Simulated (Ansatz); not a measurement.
**Sb under changes of volume**

One of the cells (26.962 Å³/atom); the others are scaled copies at fixed shape and fractional positions:

```
CELL_PARAMETERS angstrom
-1.57654 1.57654 2.71194
1.57654 -1.57654 2.71194
1.57654 1.57654 -2.71194
ATOMIC_POSITIONS crystal
Sb 0.00000 0.00000 0.00000
```

This isn't the form of Sb at room conditions, which is rhombohedral.

- Program: Ansatz 0.2.0
- Functional: HSE06
- Potentials or basis: Ansatz PAW
- Cutoff: 420 eV (not typed: the program's choice for these potentials)
- k mesh: 8 × 8 × 8
- Occupations: fermi-dirac, width 0.05 eV
- Spin: no spin polarisation

```csv
volume (Å³/atom),energy over the lowest point (meV/atom),pressure (GPa)
25.344,17.46,4.2
25.883,6.23,2.5
26.423,?,?
26.962,0.00,-0.4
27.501,3.76,-1.6
28.040,11.40,-2.7
28.580,22.44,-3.7
```

Task: What does the run at 26.423 Å³/atom give?

Result: Energy over the lowest point 0.62 meV/atom; pressure 0.9 GPa.

Worked out: A Birch-Murnaghan fit of order 3 (a polynomial in V^(-2/3)) to the other rows has its minimum at 26.76 Å³/atom with B0 = V·E''(V) = 68 GPa and B' = 5.2 at fixed shape and positions, which overstates the stiffness. It gives 0.62 meV/atom at 26.423 Å³/atom, against the run's 0.62, and -dE/dV = 0.9 GPa, against 0.9.

Energies are extrapolated to zero smearing.

Caveats: the PAW data sets come from PBE, with cores solved anew for the run's functional, which leaves a small shift of forces and pressure; the thresholds are loose for stress.
